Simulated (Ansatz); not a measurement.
# NaCl: the cell at several levels of theory

Aim: relax NaCl (zincblende) with PBE, r2SCAN, PBEsol, LDA and HSE06 and see how far the functionals disagree on the cell. This is a trial cell built on a prototype, not taken from a measured structure, and it needn't be the compound's ground state.

The runs shown are made with Ansatz 0.2.0. PAW datasets, plane waves, zero pressure. Note: simulated data, non-magnetic, for a generated structure that need not be the stable one.

## Step 1: The cell

This is the cell as the run starts from it, not yet at rest; its lengths are not the crystal's.

The symmetry is F-43m (No. 216, cubic); a = 5.726 Å in the conventional setting, 23.46 Å³ an atom. Around Na lie 4 Cl at 2.48 Å; around Cl lie 4 Na at 2.48 Å.

Coordinates:

```
Na Cl
1.0
     0.00000    2.86285    2.86285
     2.86285    0.00000    2.86285
     2.86285    2.86285    0.00000
Na Cl
1 1
Direct
  0.00000 0.00000 0.00000
  0.25000 0.25000 0.25000
```

## Step 2: Relaxing with PBE

Input file input.yaml:

```yaml
crystal:
  lattice:
    - [0.0, 2.8628490448, 2.8628490448]
    - [2.8628490448, 0.0, 2.8628490448]
    - [2.8628490448, 2.8628490448, 0.0]
  atoms:
    - { symbol: Na, position: [0.0, 0.0, 0.0] }
    - { symbol: Cl, position: [0.25, 0.25, 0.25] }
kpoints:
  mp_grid: { grid: [8, 8, 8] }
hamiltonian:
  xc: pbe
scf:
  occupations: { method: fermi_dirac, width: 0.02 }
relax:
  f_tol: 0.005
  cell: {}
output:
  write_density: true
  write_potential: true
  elf: true
  volumetric_format: npy
```

Launch:

```
ansatz run input.yaml --threads 2 --pin off --max-ram 2211MiB --backend cpu --events-out ev --progress --plain --runs-dir out
```

The runs that follow: Relaxing with r2SCAN; Relaxation with PBEsol; Relaxation with LDA; Relaxing with HSE06.

What does the calculation give? Wanted: for each run, a; volume; space group; SCF geometries.

The runs gave:

```
 level  a (Å)  volume (Å³/atom)  space group  SCF geometries
   PBE  6.253            30.561        F-43m               8
r2SCAN  6.175            29.426        F-43m               4
PBEsol  6.176            29.451        F-43m               4
   LDA  6.027            27.367        F-43m               5
 HSE06  6.215            30.008        F-43m               4
```

The first relaxation changed the volume by +30.2 % from the start. The volume runs from LDA (least) to PBE (most), a spread of 11.7 %, or 3.7 % in length if all axes shared it alike. The meshes differ: PBE 8×8×8, r2SCAN 6×6×6, PBEsol 6×6×6, LDA 6×6×6, HSE06 4×4×4.
